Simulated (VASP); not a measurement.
## TePt under changes of volume

One of the cells (23.104 Å³/atom); the others are scaled copies at fixed shape and fractional positions:

```
Pt Te
1.0
     1.99469    1.15163    6.70515
    -1.99469    1.15163    6.70515
     0.00000   -2.30327    6.70515
Pt Te
2 2
Direct
  0.12967 0.12967 0.12967
  0.87033 0.87033 0.87033
  0.40200 0.40200 0.40200
  0.59800 0.59800 0.59800
```

```yaml
Program: VASP 6.6.1
Functional: PBEsol
Potentials_or_basis: VASP PAW PBE potentials, release 64 (Pt, Te)
Cutoff: 520 eV
k_mesh: 8 × 8 × 8
Occupations: fermi-dirac, width 0.05 eV
Spin: no spin polarisation
```

| volume (Å³/atom) | energy over the lowest point (meV/atom) | pressure (GPa) | largest force (eV/Å) |
| --- | --- | --- | --- |
| 21.292 | 31.12 | 9.0 | 0.931 |
| 21.745 | ? | ? | ? |
| 22.198 | 0.00 | 2.3 | 0.336 |
| 23.104 | 2.34 | -2.9 | 0.180 |
| 23.557 | 13.70 | -5.1 | 0.370 |
| 24.010 | 30.80 | -7.0 | 0.565 |

Q: What does the run at 21.745 Å³/atom give?

A: Energy over the lowest point 10.85 meV/atom; pressure 5.4 GPa; largest force 0.620 eV/Å.

Worked out: A Birch-Murnaghan fit of order 3 (a polynomial in V^(-2/3)) to the other rows has its minimum at 22.57 Å³/atom with B0 = V·E''(V) = 132 GPa and B' = 5.2 at fixed shape and positions, which overstates the stiffness. It gives 10.84 meV/atom at 21.745 Å³/atom, against the run's 10.85, and -dE/dV = 5.4 GPa, against 5.4.

Energies are extrapolated to zero smearing.

Caveats: the PAW data sets were made with another functional, which shifts forces and pressure a little.
